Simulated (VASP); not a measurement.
# I (C2/m) in VASP: further runs

The runs below take I through single point, with r2SCAN.

Everything below comes from runs of VASP 6.6.1. Logs are shortened: lines on timing, memory, paths and dates and some standing lists are left out, and cuts for length are marked.

## Step 1: The crystal as given

The structure is monoclinic, space group C2/m (No. 12). Conventional cell: a = 5.077 Å, b = 7.413 Å, c = 2.880 Å, α = 90.00°, β = 124.24°, γ = 90.00°. I (site symmetry 2/m) is surrounded by 2 I at 2.88 Å.

## Step 2: Single point, r2SCAN

The input, INCAR:

```
PREC     = Normal         # precision mode
ENCUT    = 460            # plane-wave cutoff, eV
EDIFF    = 1E-6           # SCF threshold, eV
ISMEAR   = 0              # smearing method
SIGMA    = 0.05           # smearing width, eV
LREAL    = F              # projectors in reciprocal space
LASPH    = T              # aspherical terms in the spheres
NELM     = 100            # most SCF steps
ALGO     = Normal         # electronic algorithm
ISIF     = 2              # what is computed and relaxed
LWAVE    = F              # write WAVECAR
LCHARG   = F              # write CHGCAR
METAGGA  = R2SCAN         # meta-GGA
LMIXTAU  = T            
NBANDS   = 10             # bands
ADDGRID  = F
```

The input, KPOINTS:

```
Automatic mesh
0
Gamma
  5 5 8
```

The input, POSCAR:

```
I
1.0
    2.5383465792     -3.7066249365      0.0000000000
    2.5383465792      3.7066249365      0.0000000000
   -1.6208748370      0.0000000000      2.3810977968
I
1
Direct
    0.5000000000      0.5000000000      0.5000000000
```

Potentials or basis: VASP PAW PBE potentials, release 64 (I).

Run with:

```
cat potpaw_PBE.64/I/POTCAR > POTCAR
mpirun -np 1 vasp_std > vasp.out
```

OUTCAR:

```text
PREC = Normal
   ENCUT = 460
   EDIFF = 1E-6
   ISMEAR = 0
   LREAL = F
   LASPH = T
   NELM = 100
   ISIF = 2
   METAGGA = R2SCAN

 Found     63 irreducible k-points:

 Following reciprocal coordinates:
            Coordinates               Weight
  0.000000  0.000000  0.000000      1.000000
  0.200000 -0.000000 -0.000000      4.000000
  0.400000 -0.000000  0.000000      4.000000
  0.200000  0.200000 -0.000000      2.000000
  0.400000  0.200000 -0.000000      4.000000
 -0.400000  0.200000 -0.000000      4.000000
   k-points           NKPTS =     63   k-points in BZ     NKDIM =     63   number of bands    NBANDS=     10
   number of dos      NEDOS =    301   number of ions     NIONS =      1
   total plane-waves  NPLWV =   9216
   dimension x,y,z NGX =    24 NGY =   24 NGZ =   16
   dimension x,y,z NGXF=    48 NGYF=   48 NGZF=   32
   ions per type =               1
   NGX,Y,Z   is equivalent  to a cutoff of   8.88,  8.88,  9.23 a.u.
   NGXF,Y,Z  is equivalent  to a cutoff of  17.76, 17.76, 18.47 a.u.
 SYSTEM =  unknown system
   PREC   = normal    normal or accurate (medium, high low for compatibility)
   ISTART =      0    job   : 0-new  1-cont  2-samecut
   ICHARG =      2    charge: 1-file 2-atom 10-const
   ISPIN  =      1    spin polarized calculation?
   LNONCOLLINEAR =      F non collinear calculations
   LSORBIT =      F    spin-orbit coupling
   LASPH  =      T    aspherical Exc in radial PAW
   ENCUT  =  460.0 eV  33.81 Ry    5.81 a.u.   7.86  7.86  5.04*2*pi/ulx,y,z
   NELM   =    100;   NELMIN=  2; NELMDL= -5     # of ELM steps
   EDIFF  = 0.1E-05   stopping-criterion for ELM
[... 18 lines left out ...]
     AMIX     =   0.40;   BMIX     =  1.00
     AMIX_MAG =   1.60;   BMIX_MAG =  1.00
  volume/ion in A,a.u.               =      44.81       302.37
  Fermi-wavevector in a.u.,A,eV,Ry     =   0.881716  1.666201 10.577477  0.777423
  Thomas-Fermi vector in A             =   2.002249
   LORBIT       =      0    0 simple, 1 ext, 2 COOP (PROOUT), +10 PAW based schemes
   METAGGA = R2SCAN    functional components
[... 5 lines left out ...]
 non-spin polarized calculation
 Gauss-broadening in eV      SIGMA  =   0.05
  energy-cutoff  :      460.00
  volume of cell :       44.81
 maximum number of plane-waves:      1020
   NGX = 15   NGY = 15   NGZ = 11

 number of electron       7.0000001 magnetization

 Free energy of the ion-electron system (eV)
  ---------------------------------------------------
  ext. energy  EPLUGINS =         0.00000000
  ---------------------------------------------------
  free energy    TOTEN  =       -24.49179301 eV

  energy without entropy =      -24.48955587  energy(sigma->0) =      -24.49067444

 E-fermi :   1.6444     XC(G=0):  -8.1526

 val. band max:        1.6356512266   @ k =  -0.2000  -0.2000   0.3750
 cond. band min:       1.6562919777   @ k =  -0.2000   0.2000   0.5000
 fundamental gap:      0.0206407511
 Fermi energy:         1.6444017009

 k-point     1 :       0.0000    0.0000    0.0000
  band No.  band energies     occupation
      1     -12.1239      2.00000
      2       0.2557      2.00000
      3       0.2632      2.00000
      4       6.2744      0.00000
      5       6.7314      0.00000
      6      10.2288      0.00000
      7      10.5563      0.00000
      8      13.1791      0.00000
      9      13.4491      0.00000
     10      18.7636      0.00000

 k-point     2 :       0.2000   -0.0000   -0.0000
  band No.  band energies     occupation
      1     -12.0239      2.00000
      2      -0.6110      2.00000
      3       0.0719      2.00000
      4       6.2803      0.00000
      5       7.8294      0.00000
      6       9.6155      0.00000
      7      11.3235      0.00000
      8      13.4492      0.00000
      9      15.8181      0.00000
     10      18.9978      0.00000

 k-point     3 :       0.4000   -0.0000    0.0000
  band No.  band energies     occupation
      1     -11.8515      2.00000
      2      -1.6864      2.00000
      3      -0.1987      2.00000
      4       6.2905      0.00000
      5       7.5300      0.00000
      6      12.0001      0.00000
      7      13.4230      0.00000
      8      13.9867      0.00000
      9      17.9981      0.00000
     10      18.6290      0.00000

 k-point     4 :       0.2000    0.2000   -0.0000
  band No.  band energies     occupation
      1     -11.8826      2.00000
      2      -1.3903      2.00000
      3      -0.3496      2.00000
      4       6.3137      0.00000
      5       8.9753      0.00000
      6       9.3134      0.00000
      7      13.2867      0.00000
      8      14.1842      0.00000
      9      18.1096      0.00000
     10      19.0591      0.00000

 k-point     5 :       0.4000    0.2000   -0.0000
  band No.  band energies     occupation
      1     -11.8014      2.00000
      2      -1.6461      2.00000
      3      -0.7599      2.00000
      4       6.2530      0.00000
      5       8.7300      0.00000
      6      11.5749      0.00000
      7      12.6975      0.00000
      8      14.9467      0.00000
      9      17.2502      0.00000
     10      18.9816      0.00000

 k-point     6 :      -0.4000    0.2000   -0.0000
  band No.  band energies     occupation
      1     -11.8990      2.00000
      2      -1.2561      2.00000
      3      -0.4228      2.00000
      4       6.1836      0.00000
      5       9.0891      0.00000
      6       9.3439      0.00000
      7      12.9240      0.00000
      8      14.0367      0.00000
      9      17.8645      0.00000
     10      18.7601      0.00000

 [... further k-points ...]
[... 5 lines left out ...]
  --------------------------------------------------------------------------------------
  -------------------------------------------------------------------------------------
  Total        0.1119703      0.0609698      0.6789285      0.0000000      0.0000000     -0.7697076
  in kB        4.0038397      2.1801613     24.2771565      0.0000000      0.0000000    -27.5232390
  external PRESSURE =      10.1537192 kB  Pullay stress =       0.0000000 kB

 VOLUME and BASIS-vectors are now :
 -----------------------------------------------------------------------------
  energy-cutoff  :      460.00
  volume of cell :       44.81
      direct lattice vectors                 reciprocal lattice vectors
     2.538346579 -3.706624936  0.000000000     0.196978618 -0.134893605  0.134088438
     2.538346579  3.706624936  0.000000000     0.196978618  0.134893605  0.134088438
    -1.620874837  0.000000000  2.381097797     0.000000000  0.000000000  0.419974350

 POSITION                                       TOTAL-FORCE (eV/Angst)
 -----------------------------------------------------------------------------------
      1.72791      0.00000      1.19055         0.000000      0.000000      0.000000
 -----------------------------------------------------------------------------------
    total drift:                               -0.000000     -0.000000     -0.000000

  FREE ENERGIE OF THE ION-ELECTRON SYSTEM (eV)
  ---------------------------------------------------
  free  energy   TOTEN  =       -24.4917930092 eV

  energy  without entropy=      -24.4895558715  energy(sigma->0) =      -24.49067444
```

Wall time 25 s (1 thread of Intel Xeon Platinum 8375C at 2.90GHz (Ice Lake), shared host); peak memory 0.14 GiB.

The run converged, but some of its settings lie outside the range that counts as converged, so its numbers aren't taken as properties of the crystal.

Results:

| Item | Value |
| --- | --- |
| Free energy | -24.4918 eV |
| Pressure | 1.0 GPa |
| Band gap on the k mesh | none (metal or under the smearing width) |

Caveat: the PAW data sets were made with another functional, which shifts forces and pressure a little; an odd number of electrons without spin polarisation forces a metal; a magnetic or distorted state may lie lower.

## Step 3: Single point, r2SCAN

INCAR, as its differences from that of step 2:

```diff
@@ -1,2 +1,2 @@
-PREC     = Normal         # precision mode
+PREC     = Accurate       # precision mode
 ENCUT    = 460            # plane-wave cutoff, eV
@@ -5,3 +5,3 @@
 SIGMA    = 0.05           # smearing width, eV
-LREAL    = F              # projectors in reciprocal space
+LREAL    = Auto         
 LASPH    = T              # aspherical terms in the spheres
```

KPOINTS is that of step 2.

POSCAR is that of step 2.

Potentials or basis: VASP PAW PBE potentials, release 64 (I).

Run with:

```
cat potpaw_PBE.64/I/POTCAR > POTCAR
mpirun -np 1 vasp_std > vasp.out
```

OUTCAR:

```text
PREC = Accurate
   ENCUT = 460
   EDIFF = 1E-6
   ISMEAR = 0
   LREAL = Auto
   LASPH = T
   NELM = 100
   ISIF = 2
   METAGGA = R2SCAN

 Found     63 irreducible k-points:

 Following reciprocal coordinates:
            Coordinates               Weight
  0.000000  0.000000  0.000000      1.000000
  0.200000 -0.000000 -0.000000      4.000000
  0.400000 -0.000000  0.000000      4.000000
  0.200000  0.200000 -0.000000      2.000000
  0.400000  0.200000 -0.000000      4.000000
 -0.400000  0.200000 -0.000000      4.000000
   k-points           NKPTS =     63   k-points in BZ     NKDIM =     63   number of bands    NBANDS=     10
   number of dos      NEDOS =    301   number of ions     NIONS =      1
   total plane-waves  NPLWV =  20480
   dimension x,y,z NGX =    32 NGY =   32 NGZ =   20
   dimension x,y,z NGXF=    64 NGYF=   64 NGZF=   40
   ions per type =               1
   NGX,Y,Z   is equivalent  to a cutoff of  11.84, 11.84, 11.54 a.u.
   NGXF,Y,Z  is equivalent  to a cutoff of  23.68, 23.68, 23.09 a.u.
 SYSTEM =  unknown system
   PREC   = accura    normal or accurate (medium, high low for compatibility)
   ISTART =      0    job   : 0-new  1-cont  2-samecut
   ICHARG =      2    charge: 1-file 2-atom 10-const
   ISPIN  =      1    spin polarized calculation?
   LNONCOLLINEAR =      F non collinear calculations
[... 56 lines left out ...]
 cond. band min:       1.6563150979   @ k =  -0.2000   0.2000   0.5000
 fundamental gap:      0.0206261285
 Fermi energy:         1.6444378244

 k-point     1 :       0.0000    0.0000    0.0000
  band No.  band energies     occupation
      1     -12.1244      2.00000
      2       0.2558      2.00000
      3       0.2632      2.00000
      4       6.2745      0.00000
      5       6.7316      0.00000
      6      10.2290      0.00000
      7      10.5565      0.00000
      8      13.1791      0.00000
      9      13.4496      0.00000
     10      18.7636      0.00000
[... 53 lines left out ...]
 k-point     6 :      -0.4000    0.2000   -0.0000
  band No.  band energies     occupation
      1     -11.8995      2.00000
      2      -1.2561      2.00000
      3      -0.4228      2.00000
      4       6.1837      0.00000
      5       9.0892      0.00000
      6       9.3441      0.00000
      7      12.9244      0.00000
      8      14.0369      0.00000
      9      17.8647      0.00000
     10      18.7602      0.00000

 [... further k-points ...]
[... 5 lines left out ...]
  --------------------------------------------------------------------------------------
  -------------------------------------------------------------------------------------
  Total        0.1116022      0.0702108      0.6713036      0.0000000      0.0000000     -0.7747718
  in kB        3.9906766      2.5106011     24.0045072      0.0000000      0.0000000    -27.7043259
  external PRESSURE =      10.1685950 kB  Pullay stress =       0.0000000 kB

 VOLUME and BASIS-vectors are now :
 -----------------------------------------------------------------------------
  energy-cutoff  :      460.00
  volume of cell :       44.81
      direct lattice vectors                 reciprocal lattice vectors
     2.538346579 -3.706624936  0.000000000     0.196978618 -0.134893605  0.134088438
     2.538346579  3.706624936  0.000000000     0.196978618  0.134893605  0.134088438
    -1.620874837  0.000000000  2.381097797     0.000000000  0.000000000  0.419974350

 POSITION                                       TOTAL-FORCE (eV/Angst)
 -----------------------------------------------------------------------------------
      1.72791      0.00000      1.19055         0.000000      0.000000      0.000000
 -----------------------------------------------------------------------------------
    total drift:                               -0.000000     -0.000000     -0.000000

  FREE ENERGIE OF THE ION-ELECTRON SYSTEM (eV)
  ---------------------------------------------------
  free  energy   TOTEN  =       -24.4923703110 eV

  energy  without entropy=      -24.4901333511  energy(sigma->0) =      -24.49125183
```

OSZICAR:

```text
N       E                     dE             d eps       ncg     rms          rms(c)
DAV:   1     0.358653428439E+01    0.35865E+01   -0.23925E+03  1260   0.458E+02
DAV:   2    -0.245828557983E+02   -0.28169E+02   -0.27376E+02  1600   0.852E+01
DAV:   3    -0.258017553886E+02   -0.12189E+01   -0.12048E+01  1576   0.213E+01
DAV:   4    -0.258152983719E+02   -0.13543E-01   -0.13541E-01  1636   0.255E+00
DAV:   5    -0.258155502586E+02   -0.25189E-03   -0.25189E-03  1594   0.306E-01    0.418E+00
DAV:   6    -0.244609390276E+02    0.13546E+01   -0.26678E-01  1314   0.296E+00    0.315E+00
DAV:   7    -0.245027944685E+02   -0.41855E-01   -0.19600E-01  1304   0.278E+00    0.755E-01
DAV:   8    -0.244732960736E+02    0.29498E-01   -0.14846E-01  1298   0.261E+00    0.458E-01
DAV:   9    -0.244893898449E+02   -0.16094E-01   -0.91905E-03  1382   0.765E-01    0.160E-01
DAV:  10    -0.244909599742E+02   -0.15701E-02   -0.85833E-04  1420   0.252E-01    0.104E-01
DAV:  11    -0.244920067055E+02   -0.10467E-02   -0.70580E-04  1322   0.221E-01    0.709E-02
DAV:  12    -0.244923358685E+02   -0.32916E-03   -0.26870E-04  1342   0.126E-01    0.186E-02
DAV:  13    -0.244923698144E+02   -0.33946E-04   -0.52851E-05  1372   0.661E-02    0.364E-03
DAV:  14    -0.244923703110E+02   -0.49655E-06   -0.82815E-06  1434   0.244E-02
   1 F= -.24492370E+02 E0= -.24491252E+02  d E =-.223696E-02
```

stdout:

```text
POSCAR found type information on POSCAR I
 POSCAR found :  1 types and       1 ions
 scaLAPACK will be used
 -----------------------------------------------------------------------------
|                                                                             |
|                                                                             |
|     You have a (more or less) 'small supercell' and for smaller cells       |
|     it is recommended to use the reciprocal-space projection scheme!        |
|     The real-space optimization is not efficient for small cells and it     |
|     is also less accurate ...                                               |
|     Therefore, set LREAL=.FALSE. in the INCAR file.                         |
|                                                                             |
 -----------------------------------------------------------------------------

 -----------------------------------------------------------------------------
|                                                                             |
|                                                                             |
|     You enforced a specific xc type in the INCAR file but a different       |
|     I HOPE YOU KNOW WHAT YOU ARE DOING!                                     |
|                                                                             |
 -----------------------------------------------------------------------------

 LDA part: xc-table for (None), standard interpolation
 POSCAR, INCAR and KPOINTS ok, starting setup
 FFT: planning ... GRIDC
 FFT: planning ... GRID_SOFT
 FFT: planning ... GRID
 WAVECAR not read
 entering main loop
```

Wall time 54 s (1 thread of Intel Xeon Platinum 8375C at 2.90GHz (Ice Lake), shared host); peak memory 0.16 GiB.

These settings aren't checked as converged: the numbers below hold their error.

Results:

* Free energy: -24.4924 eV
* Pressure: 1.0 GPa
* Band gap on the k mesh: none (metal or under the smearing width)

Caveat: the PAW data sets were made with another functional, which shifts forces and pressure a little; an odd number of electrons without spin polarisation forces a metal; a magnetic or distorted state may lie lower.

## Step 4: The reference run

An earlier run on the cell as given: functional PBE; potentials or basis VASP PAW PBE potentials, release 64 (I); cutoff 520 eV; k mesh 7 × 7 × 11; occupations fermi-dirac, width 0.05 eV; no spin polarisation.

* Pressure: 1.1 GPa
* Band gap on the k mesh: none (metal or under the smearing width)
